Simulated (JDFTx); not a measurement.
Crystal: Fe.

```
Fe
1.0
    -1.44300    1.44300    1.44300
     1.44300   -1.44300    1.44300
     1.44300    1.44300   -1.44300
Fe
1
Direct
  0.00000 0.00000 0.00000
```

```yaml
Program: JDFTx 1.7.0 (patched build)
Task: relaxation of cell and atoms
Functional: PBE
Potentials_or_basis: SPMS-PBE-1.0 with smoothed tails
Cutoff: 1361 eV
Density_cutoff: 5442 eV
k_mesh: 8 × 8 × 8
Occupations: fermi-dirac, width 0.05 eV
Spin: collinear spin, ferromagnetic start
Starting_moments: "[3.0] μB"
```

At the start: pressure -5.0 GPa; volume 12.02 Å³/atom.

**Question.** Where does the relaxation end?

**Answer.** Over 6 steps the energy falls by 6.8 meV/atom and the volume is 11.62 Å³/atom (-3.3 %); space group Im-3m (No. 229, to 0.05 Å); moment 2.36 μB per cell.

The path:
```tsv
step	energy change (eV)	largest force (eV/Å)	pressure (GPa)	volume (Å³)
1	0.0000	0.0000	-5.02	12.02
2	-0.0023	0.0000	-4.22	11.94
3	-0.0067	0.0000	0.94	11.56
4	-0.0068	0.0000	-0.06	11.62
5	-0.0068	0.0000	-0.01	11.62
6	-0.0068	0.0000	0.00	11.62
```

Final structure:
```yaml
crystal:
  lattice:
    - [-1.42686, 1.42686, 1.42686]
    - [1.42686, -1.42686, 1.42686]
    - [1.42686, 1.42686, -1.42686]
  atoms:
    - { symbol: Fe, position: [0.00000, 0.00000, 0.00000] }
```

Caveat: the k mesh is coarse (spacing up to 0.38 Å⁻¹), so the values aren't converged.
